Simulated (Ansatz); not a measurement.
Crystal: Gd.

```
Gd
1.0
    -2.02500    2.02500    2.02500
     2.02500   -2.02500    2.02500
     2.02500    2.02500   -2.02500
Gd
1
Direct
  0.00000 0.00000 0.00000
```

This isn't the form of Gd at room conditions, which is hcp.

Alike in all runs: program Ansatz 0.2.0; functional PBE; potentials or basis Ansatz PAW; cutoff 420 eV (not typed: the program's choice for these potentials); k mesh 9 × 9 × 9; occupations fermi-dirac, width 0.05 eV.

The same cell was started in several ways:

| start | free energy over the lowest (meV/atom) | net moment (μB) | site or absolute moments (μB) | gap |
| --- | --- | --- | --- | --- |
| no spin polarisation | 7227.8 | - | - | none (metal or under the smearing width) |
| collinear spin, random start of up to 2.01 μB | 0.0 | 7.60 | Gd +7.32 | none (metal or under the smearing width) |
| collinear spin, ferromagnetic start of up to 7 μB | 0.0 | 7.60 | Gd +7.32 | none (metal or under the smearing width) |

Allowing spin polarisation gains 7228 meV/atom. A still lower state may exist.

Caveats: spin-orbit coupling is left out, which moves the levels of the heavy elements (some runs).
